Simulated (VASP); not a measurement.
Crystal: Sr.

```
CELL_PARAMETERS angstrom
4.31000 0.00000 0.00000
-2.15500 3.73257 0.00000
0.00000 0.00000 7.05000
ATOMIC_POSITIONS crystal
Sr 0.66667 0.33333 0.75000
Sr 0.33333 0.66667 0.25000
```

This isn't the form of Sr at room conditions, which is fcc.

- Program: VASP 6.6.1
- Task: single point
- Functional: PBE
- Potentials or basis: VASP PAW PBE potentials, release 64 (Sr_sv)
- Cutoff: 900 eV
- k mesh: 12 × 12 × 7
- Occupations: gaussian, width 0.05 eV
- Spin: no spin polarisation

On this cell: pressure -0.2 GPa; largest force under 0.003 eV/Å; band gap on the k mesh none (metal or under the smearing width).

The same run follows on a disturbed copy (grid = ENCUT=900 k=12x12x7 ISMEAR=0 SIGMA=0.05 PREC=Accurate EDIFF=1e-08 LREAL=False ADDGRID=False LASPH=True; atoms moved at random, drawn with an rms of 0.1 Å):

```
Sr
1.0
     4.31000    0.00000    0.00000
    -2.15500    3.73257    0.00000
     0.00000    0.00000    7.05000
Sr
2
Direct
  0.64330 0.31782 0.74644
  0.31999 0.65358 0.25087
```

Problem. What does the disturbed cell give?

Solution. The energy (extrapolated to zero smearing) moves by +0.4 meV/atom; pressure -0.2 GPa; largest force 0.042 eV/Å; band gap on the k mesh none (metal or under the smearing width).

Forces on the atoms (eV/Å):
```
Sr   0.012  0.002  0.040
Sr  -0.012 -0.002 -0.040
```

Stress tensor (GPa, compression positive):
```
-0.28 -0.05  0.00
-0.05 -0.26  0.00
 0.00  0.00 -0.18
```
